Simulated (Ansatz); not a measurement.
# Co (P6_3/mmc) in Ansatz: notebook, part 2 of 2

Ansatz 0.2.0. The steps go on from the part before.

## (3) Single point, PBEsol, collinear spin, ferromagnetic start

Contents of input.yaml:

```yaml
crystal:
  lattice:
    - [2.4705617809, 0.0, 0.0]
    - [-1.2352808905, 2.1395692639, 0.0]
    - [0.0, 0.0, 8.0882338]
  atoms:
    - { symbol: Co, position: [0.6666666667, 0.3333333333, 0.75], spin: 1.5 }
    - { symbol: Co, position: [0.0, 0.0, 0.5], spin: 1.5 }
    - { symbol: Co, position: [0.3333333333, 0.6666666667, 0.25], spin: 1.5 }
    - { symbol: Co, position: [0.0, 0.0, 0.0], spin: 1.5 }
hamiltonian:
  xc: pbesol
  pseudopotentials: { kind: paw }
magnetization:
  spin_polarized: true
  initial_magnetization: 6.0
  spin_locking: { lock_magnetization: hard }
kpoints:
  mp_grid: { grid: [10, 10, 3] }
scf:
  occupations: { method: fermi_dirac, width: 0.05 }
  lower_state_search: "off"
output:
  forces: true
  stress: true
  eigenvalues: true
```

Potentials or basis: Ansatz PAW.

Started as:

```console
ansatz run input.yaml --threads 2 --pin off --max-ram 5632MiB --backend cpu --events-out ev --progress --plain --runs-dir out
```

What it wrote:

```text
Warning: output.stress: scf.convergence.dr2_threshold = 1e-7 eV (the SCF's general default) is looser than the 4e-10 eV advised for a printed stress (1e-10 eV for each atom of the cell: 4). What an SCF threshold leaves in a stress goes as its square root, and in the free energy as the threshold itself, and one threshold admits the most on a small cell: of the crystals measured, under no hybrid functional and no lock of the moments, on runs that ended without the residual-converged pass, on stresses that held no estimate of that error, the worst erred by over 100 MPa in a component at 1e-7 eV an atom and by under 5 at 1e-10. Set scf.convergence.dr2_threshold to 4e-10 eV or tighter. The threshold is an SCF's pass mark: one that does not reach it within its budget of iterations ends unconverged, or closes short of it on a stop that the run arms, and scf.convergence.dr2_threshold's page says what that costs each kind of run
Warning: RAYON_NUM_THREADS=2 ignored (pool sized by the plan → 2); use --threads N
Engine: ansatz 0.2.0, aarch64-unknown-linux-gnu
Pseudopotentials: kind: paw
Pseudopotential: Co, paw, valence charge 17, recommended cutoff 420 eV (normal), Co.paw.azcp
Functional definition: PBEsol
  exchange = pbesol_x
  correlation = pbesol_c
Crystal: 4 atoms, lattice volume = 42.754 Å³
Basis set: ecut = 420 eV, 813 PW (Γ), exchange–correlation on 36×36×120 points (8 copies of the dense FFT grid, shifted against one another)
Bands: 45, of which v1, the nominal top of the filled ones, is band 34 counted from 1 (33 counted from 0)
Symmetry: 24 space group operations
Space group: P63/mmc (ITA 194), of the structure as read, at distance tolerance 3.5e-5 Å
Magnetic group: BNS 194.263 (UNI 1493), of the structure as read, at distance tolerance 3.5e-5 Å
k-points: 28 of 300
Non-local potential: Co, projectors of the file, l = 0: 3, l = 1: 2, l = 2: 3, l = 3: 1
PAW form: soft (Blöchl's): semilocal exchange-correlation on the pseudo side does not see the compensation charge
PAW frozen core: Co, regenerated for the run's functional, and the local potential with it (the file was generated under x = pbe(κ = 0.804, μ = 0.2195149727645171), c = pbe(β = 0.06672455060314922))
PAW one-centre angular grid: Co, 590 points (default); XC on 64 Gauss nodes
Initial density: superposition of atomic densities (chi_scale 0.1, normalization cell)
Starting moments: Σ|m| = 6 μB on 4 of 4 sites
Initial wavefunctions: pseudopotential atomic-orbital guess
Functional: x = pbesol(κ = 0.804, μ = 0.12345679012345678), c = pbesol(β = 0.046)
iter 1 solved again at ethr=1.75e-3 eV; its pass at ethr=3.10e-3 eV (dr2=1.19e0 eV) is discarded
SCF iter   1: F=—  HF=-20371.823893 eV  |F-HF|=—  |Δ(HF+E_count)|=         —  Δρ=7.91e-2 (↑1.30e-2 ↓7.91e-2)  dr2=1.20e0  dr2_m=7.30e-1  M=6.000 μB ∫|m|=6.108 μB  β_m=0.30  ethr=1.75e-3  ⟨swp⟩=1.2  Hψ=11376  notcnv=0
preconditioner: auto → Kerker (q_TF=auto, 2.948 Å⁻¹)  [metal: Δε(μ)=0.028 eV  Ē_g=10.442 eV  σ=0.050 eV  W_gap=0.14  n_scr=12 (ndim 8)  ℏωp=34.1 eV  f_vac=0.000  D(μ)=5.44/eV (n_scr^D=66)]
spin=Collinear: Kerker preconditioning applied to the charge; magnetization (m = ρ↑ − ρ↓) channel mixes plain (no charge-response kernel on spin).
SCF iter   2: F=—  HF=-20371.736438 eV  |F-HF|=—  |Δ(HF+E_count)|=   8.75e-2  Δρ=4.57e-2 (↑2.45e-2 ↓4.57e-2)  dr2=1.45e-1  dr2_m=4.72e-1  M=6.000 μB ∫|m|=6.199 μB  β_m=0.52  ethr=1.75e-3  ⟨swp⟩=2.0  Hψ=3512  notcnv=0
SCF iter   3: F=—  HF=-20371.890641 eV  |F-HF|=—  |Δ(HF+E_count)|=   1.54e-1  Δρ=4.58e-2 (↑1.74e-2 ↓4.58e-2)  dr2=1.22e0  dr2_m=1.39e-1  M=6.000 μB ∫|m|=6.397 μB  β_m=0.51  ethr=2.14e-4  ⟨swp⟩=2.6  Hψ=4452  notcnv=0  defer=67
SCF iter   4: F=—  HF=-20372.058853 eV  |F-HF|=—  |Δ(HF+E_count)|=   1.68e-1  Δρ=8.87e-2 (↑3.60e-2 ↓8.87e-2)  dr2=5.70e0  dr2_m=3.03e-1  M=6.000 μB ∫|m|=6.453 μB  β_m=0.35  ethr=2.14e-4  ⟨swp⟩=3.0  Hψ=5259  notcnv=0  defer=112  recentre
SCF iter   5: F=—  HF=-20371.870135 eV  |F-HF|=—  |Δ(HF+E_count)|=   1.89e-1  Δρ=6.71e-3 (↑6.71e-3 ↓5.16e-3)  dr2=1.83e-2  dr2_m=7.96e-3  M=6.000 μB ∫|m|=6.534 μB  β_m=0.62  ethr=2.14e-4  ⟨swp⟩=2.8  Hψ=4385  notcnv=0  defer=131
SCF iter   6: F=—  HF=-20371.871959 eV  |F-HF|=—  |Δ(HF+E_count)|=   1.82e-3  Δρ=3.68e-3 (↑1.58e-3 ↓3.68e-3)  dr2=9.63e-3  dr2_m=5.53e-4  M=6.000 μB ∫|m|=6.593 μB  β_m=0.64  ethr=2.69e-5  ⟨swp⟩=2.1  Hψ=3800  notcnv=0  defer=131
SCF iter   7: F=—  HF=-20371.871951 eV  |F-HF|=—  |Δ(HF+E_count)|=   7.74e-6  Δρ=9.77e-4 (↑4.74e-4 ↓9.77e-4)  dr2=5.28e-4  dr2_m=3.93e-5  M=6.000 μB ∫|m|=6.591 μB  β_m=0.82  ethr=1.42e-5  ⟨swp⟩=1.0  Hψ=2389  notcnv=0  defer=131
SCF iter   8: F=—  HF=-20371.872075 eV  |F-HF|=—  |Δ(HF+E_count)|=   1.24e-4  Δρ=2.72e-4 (↑1.61e-4 ↓2.72e-4)  dr2=5.96e-5  dr2_m=1.64e-6  M=6.000 μB ∫|m|=6.593 μB  β_m=0.91  ethr=7.77e-7  ⟨swp⟩=2.0  Hψ=3252  notcnv=0  defer=131
SCF iter   9: F=—  HF=-20371.872069 eV  |F-HF|=—  |Δ(HF+E_count)|=   6.06e-6  Δρ=7.21e-5 (↑5.78e-5 ↓7.21e-5)  dr2=4.69e-6  dr2_m=1.12e-7  M=6.000 μB ∫|m|=6.593 μB  β_m=0.86  ethr=8.77e-8  ⟨swp⟩=1.1  Hψ=2400  notcnv=0  defer=131
SCF iter  10: F=—  HF=-20371.872069 eV  |F-HF|=—  |Δ(HF+E_count)|=   4.14e-8  Δρ=7.07e-5 (↑1.68e-5 ↓7.07e-5)  dr2=2.93e-6  dr2_m=3.11e-7  M=6.000 μB ∫|m|=6.593 μB  β_m=0.93  ethr=6.90e-9  ⟨swp⟩=1.1  Hψ=2392  notcnv=0  defer=131
SCF iter  11: F=—  HF=-20371.872069 eV  |F-HF|=—  |Δ(HF+E_count)|=   6.55e-8  Δρ=7.21e-5 (↑2.69e-5 ↓7.21e-5)  dr2=3.57e-6  dr2_m=2.26e-7  M=6.000 μB ∫|m|=6.593 μB  β_m=0.72  ethr=4.31e-9  ⟨swp⟩=1.0  Hψ=2389  notcnv=0  defer=131
SCF iter  12: F=—  HF=-20371.872069 eV  |F-HF|=—  |Δ(HF+E_count)|=   1.35e-7  Δρ=2.95e-5 (↑1.47e-5 ↓2.95e-5)  dr2=6.96e-7  dr2_m=2.42e-8  M=6.000 μB ∫|m|=6.593 μB  β_m=0.61  ethr=4.31e-9  ⟨swp⟩=1.0  Hψ=2389  notcnv=0  defer=131
SCF iter  13: F=—  HF=-20371.872069 eV  |F-HF|=—  |Δ(HF+E_count)|=   1.53e-8  Δρ=1.43e-5 (↑7.58e-6 ↓1.43e-5)  dr2=1.72e-7  dr2_m=5.18e-9  M=6.000 μB ∫|m|=6.593 μB  β_m=0.81  ethr=1.02e-9  ⟨swp⟩=1.0  Hψ=2389  notcnv=0  defer=131
SCF iter  14: F=-20371.872069 eV  HF=-20371.872069 eV  |F-HF|=1.37e-8  |Δ(HF+E_count)|=   5.41e-9  Δρ=4.05e-6 (↑2.25e-6 ↓4.05e-6)  dr2=1.45e-8  dr2_m=3.67e-10  M=6.000 μB ∫|m|=6.593 μB  ethr=1.47e-10  ⟨swp⟩=7.2  Hψ=7204  notcnv=0
SCF 1 converged in 14 iterations: F = -20371.872069 eV  dr2 = 1.45e-8
SCF converged after 14 iterations
Stability checked in part: among states of this total moment the steps that led to this state did not find it unstable. No probe was made; neither looks for a lower state of another moment (fixed_total_moment; see scf.lower_state_search)
Magnetization: 6.0000 μB (37.0000 up, 31.0000 down)
Absolute magnetization: 6.5961 μB (∫|ρ↑−ρ↓|, with the PAW one-centre terms)
Spin contamination: 0.0912 ħ² per cell (⟨S²⟩ above its minimum at these occupations)
Per-site moments (μB) at R_I (Å): [(1.5808985842581982, 1.0191067346264122), (1.5548156531437503, 1.0191067346264122), (1.5808985842581973, 1.0191067346264122), (1.5548156531437498, 1.0191067346264122)]
Free energy (F): -20371.872069 eV
Harris-Foulkes:  -20371.872069 eV  (|F-HF|=1.37e-8)
Internal energy: -20371.833946 eV  (E = F + TS)
E sigma→0 (E₀):  -20371.853008 eV
Entropy (-TS):   -0.038123 eV (-9.531 meV/atom)
Fermi energy:    18.791960 (↑ 18.641842, ↓ 18.942078) eV
--- Per-component energies (eV) ---
  E_band       = -959.572042
  E_kinetic    = 1816.474756
  E_local      = -11241.718138  (includes V_loc(G=0)·N_el)
  E_nonlocal   = 1822.002976
  E_hartree    = 4704.481414
  E_xc         = -631.392305
  E_vxc        = -818.568809  (∫ρ·V_xc dr)
  E_paw        = -5929.575377  (= ΣΔE_a)
  E_vpaw       = -1946.724403  (= ΣTr[D̂ρ^β])
  E_aug_tail   = 0.000252  (compensation charges beyond the density's cutoff)
  E_ewald      = -10912.861201
  E_core_change = 0.753677  (= ΣΔE_core)
  E_smearing   = -0.038123  (= −TS)
  E_closure    = 0.000000  (closes the sum)
  Σ components = -20371.872069   (vs F -20371.872069, Δ=0.00e0)
--- Forces (eV/Å), atoms counted from 1 ---
  atom   1  Co     0.00000000     0.00000000     0.00000000
  atom   2  Co     0.00000000     0.00000000    -0.00000000
  atom   3  Co    -0.00000000    -0.00000000     0.00000000
  atom   4  Co    -0.00000000    -0.00000000    -0.00000000
  max |Σ_I F_I| component: 4.63e-18 eV/Å
--- Stress (GPa, compression-positive) ---
       -6.722862       0.000000       0.000000
        0.000000      -6.722862       0.000000
        0.000000       0.000000     -10.743842
  P = ⅓ Tr σ = -8.0632 GPa (-80.632 kbar)
--- Band table (eV; the first three rows and the last of 56) ---
  k-point 0 ↑: bands = ["-76.8561", "-76.8399", "-76.8034", "-76.7870", "-40.3941", "-40.2540", "-40.1882", "-40.0913", "-40.0913", "-40.0753", "-40.0753", "-40.0558", "-40.0558", "-40.0455", "-40.0397", "-40.0397", "9.6903", "11.9243", "11.9386", "13.6071", "15.8695", "15.8984", "16.1660", "16.1660", "16.2073", "16.2073", "16.2198", "16.4500", "16.4500", "16.5270", "16.5270", "17.1852", "17.1852", "17.5159", "17.5159", "17.8267", "17.8267", "18.2280", "18.2280", "18.4789", "25.1296", "33.5659", "33.5702", "40.6105", "41.1925"]
  k-point 1 ↑: bands = ["-76.8528", "-76.8450", "-76.7982", "-76.7903", "-40.3720", "-40.3125", "-40.1291", "-40.0884", "-40.0884", "-40.0810", "-40.0810", "-40.0683", "-40.0501", "-40.0501", "-40.0427", "-40.0427", "9.9682", "10.7655", "13.0305", "13.5199", "15.9722", "16.1447", "16.2127", "16.2127", "16.2521", "16.2521", "16.3016", "16.3881", "16.3881", "16.4470", "16.4470", "17.2771", "17.2771", "17.4340", "17.4340", "17.5591", "17.9506", "17.9506", "18.1443", "18.1443", "26.6179", "29.7823", "37.5886", "40.7685", "40.9170"]
  k-point 2 ↑: bands = ["-76.8513", "-76.8361", "-76.7996", "-76.7843", "-40.3834", "-40.2555", "-40.1942", "-40.1158", "-40.0991", "-40.0921", "-40.0815", "-40.0763", "-40.0653", "-40.0619", "-40.0494", "-40.0442", "10.0470", "12.2285", "12.2425", "13.8333", "15.6642", "15.7713", "16.0437", "16.0477", "16.1539", "16.3182", "16.3321", "16.4806", "16.5755", "16.6112", "16.6760", "16.8758", "17.0563", "17.1701", "17.5585", "17.7654", "17.8090", "17.9484", "18.2492", "20.0526", "25.1840", "33.8128", "33.8135", "38.3217", "39.7443"]
  k-point 27 ↓: bands = ["-74.8730", "-74.8719", "-74.8663", "-74.8652", "-38.4727", "-38.4637", "-38.4606", "-38.4317", "-38.4013", "-38.3974", "-38.3650", "-38.3542", "-38.2932", "-38.2785", "-38.2612", "-38.2445", "15.7466", "15.7618", "15.7854", "15.7976", "16.0868", "16.1181", "16.3328", "16.3397", "17.0709", "17.1560", "17.2774", "17.3651", "18.4797", "18.5275", "19.0998", "19.1870", "19.6826", "19.8696", "20.0170", "20.0258", "23.2329", "23.6308", "25.3230", "25.7026", "26.1036", "26.8368", "28.0828", "28.4325", "30.3042"]
```

It took 7 s on 2 threads of Arm Neoverse N1, shared host; peak memory 0.35 GiB.

Results:

* Free energy: -20371.8721 eV
* Pressure: -8.1 GPa
* Net moment: 6.00 μB per cell
* Absolute moment: 6.60 μB per cell
* Site moments: Co +1.58, +1.55 μB

Caveat: the total moment is fixed, so each spin has its own Fermi level; the PAW data sets come from PBE, with cores solved anew for the run's functional, which leaves a small shift of forces and pressure; the thresholds are loose for stress.

## (4) Single point, PBEsol, collinear spin, ferromagnetic start

Contents of input.yaml:

```yaml
crystal:
  lattice:
    - [2.4705617809, 0.0, 0.0]
    - [-1.2352808905, 2.1395692639, 0.0]
    - [0.0, 0.0, 8.0882338]
  atoms:
    - { symbol: Co, position: [0.6666666667, 0.3333333333, 0.75], spin: 2.0 }
    - { symbol: Co, position: [0.0, 0.0, 0.5], spin: 2.0 }
    - { symbol: Co, position: [0.3333333333, 0.6666666667, 0.25], spin: 2.0 }
    - { symbol: Co, position: [0.0, 0.0, 0.0], spin: 2.0 }
hamiltonian:
  xc: pbesol
  pseudopotentials: { kind: paw }
magnetization:
  spin_polarized: true
  initial_magnetization: 8.0
  spin_locking: { lock_magnetization: hard }
kpoints:
  mp_grid: { grid: [10, 10, 3] }
scf:
  occupations: { method: fermi_dirac, width: 0.05 }
  lower_state_search: "off"
output:
  forces: true
  stress: true
  eigenvalues: true
```

Potentials or basis: Ansatz PAW.

Started as:

```console
ansatz run input.yaml --threads 2 --pin off --max-ram 5632MiB --backend cpu --events-out ev --progress --plain --runs-dir out
```

What it wrote:

```text
Warning: output.stress: scf.convergence.dr2_threshold = 1e-7 eV (the SCF's general default) is looser than the 4e-10 eV advised for a printed stress (1e-10 eV for each atom of the cell: 4). What an SCF threshold leaves in a stress goes as its square root, and in the free energy as the threshold itself, and one threshold admits the most on a small cell: of the crystals measured, under no hybrid functional and no lock of the moments, on runs that ended without the residual-converged pass, on stresses that held no estimate of that error, the worst erred by over 100 MPa in a component at 1e-7 eV an atom and by under 5 at 1e-10. Set scf.convergence.dr2_threshold to 4e-10 eV or tighter. The threshold is an SCF's pass mark: one that does not reach it within its budget of iterations ends unconverged, or closes short of it on a stop that the run arms, and scf.convergence.dr2_threshold's page says what that costs each kind of run
Warning: RAYON_NUM_THREADS=2 ignored (pool sized by the plan → 2); use --threads N
[... 5 set-up lines as earlier in the session ...]
[... 68 lines left out ...]
        2.390440       0.000000       0.000000
        0.000000       2.390440       0.000000
        0.000000       0.000000       0.884734
  P = ⅓ Tr σ = 1.8885 GPa (18.885 kbar)
--- Band table (eV; the first three rows and the last of 56) ---
  k-point 0 ↑: bands = ["-77.2041", "-77.1813", "-77.1673", "-77.1443", "-40.7470", "-40.6058", "-40.5471", "-40.4271", "-40.4271", "-40.4083", "-40.4083", "-40.4033", "-40.3974", "-40.3974", "-40.3786", "-40.3786", "9.5794", "11.7921", "11.8304", "13.3984", "15.6135", "15.6444", "15.8782", "15.8782", "15.9136", "15.9136", "15.9399", "16.1813", "16.1813", "16.2388", "16.2388", "16.8359", "16.8359", "17.1926", "17.1926", "17.4825", "17.4825", "17.8953", "17.8953", "18.3629", "24.9200", "33.4090", "33.4142", "40.5267", "41.0975", "42.0394"]
  k-point 1 ↑: bands = ["-77.2004", "-77.1905", "-77.1581", "-77.1481", "-40.7250", "-40.6657", "-40.4865", "-40.4259", "-40.4240", "-40.4240", "-40.4159", "-40.4159", "-40.3898", "-40.3898", "-40.3817", "-40.3817", "9.8571", "10.6530", "12.8768", "13.3236", "15.7009", "15.8668", "15.9239", "15.9239", "15.9564", "15.9564", "16.0925", "16.1153", "16.1153", "16.1615", "16.1615", "16.9346", "16.9346", "17.1009", "17.1009", "17.4118", "17.6141", "17.6141", "17.8112", "17.8112", "26.4271", "29.6115", "37.4479", "40.6832", "40.8118", "41.3302"]
  k-point 2 ↑: bands = ["-77.1992", "-77.1776", "-77.1635", "-77.1418", "-40.7363", "-40.6072", "-40.5504", "-40.4516", "-40.4349", "-40.4288", "-40.4166", "-40.4144", "-40.4072", "-40.4036", "-40.4035", "-40.3829", "9.9358", "12.0951", "12.1320", "13.6210", "15.4023", "15.5092", "15.7569", "15.7603", "15.8827", "16.0275", "16.0385", "16.2038", "16.2894", "16.3405", "16.3857", "16.5744", "16.7129", "16.8855", "17.2303", "17.4488", "17.4670", "17.6137", "17.9155", "19.8458", "24.9783", "33.6565", "33.6579", "38.1876", "39.6142", "39.6936"]
  k-point 27 ↓: bands = ["-74.7331", "-74.7323", "-74.7237", "-74.7229", "-38.3329", "-38.3224", "-38.3139", "-38.2825", "-38.2591", "-38.2570", "-38.2137", "-38.2076", "-38.1584", "-38.1430", "-38.1268", "-38.1082", "15.8647", "15.8857", "15.9155", "15.9353", "16.2161", "16.2466", "16.4590", "16.4715", "17.1830", "17.2956", "17.3869", "17.5080", "18.6346", "18.6840", "19.2514", "19.3392", "19.8135", "20.0018", "20.1455", "20.1552", "23.3646", "23.7612", "25.4437", "25.8226", "26.2269", "26.9557", "28.2079", "28.5542", "30.4219", "30.8120"]
```

Run time: 7.2 s. Hardware: 2 threads of Arm Neoverse N1, shared host; peak memory 0.35 GiB.

Results:

- Free energy: -20371.4375 eV
- Pressure: 1.9 GPa
- Net moment: 8.00 μB per cell
- Absolute moment: 8.20 μB per cell
- Site moments: Co +2.03, +2.01 μB

Caveat: the total moment is fixed, so each spin has its own Fermi level; the PAW data sets come from PBE, with cores solved anew for the run's functional, which leaves a small shift of forces and pressure; the thresholds are loose for stress.

## (5) The runs side by side

```tsv
fixed moment (μB)	pressure (GPa)	moment (μB)
4.0	-13.4	4.00
6.0	-8.1	6.00
8.0	1.9	8.00
```

Alike in all rows: task single point; level PBEsol; potentials or basis Ansatz PAW; spin collinear, ferromagnetic start; cell as given; k mesh 10 × 10 × 3; cutoff (eV) 420; smearing fermi-dirac 0.05 eV.

Caveats: the total moment is fixed, so each spin has its own Fermi level; the PAW data sets come from PBE, with cores solved anew for the run's functional, which leaves a small shift of forces and pressure; the thresholds are loose for stress.

Absolute energies hang on the potentials; compare differences alone.
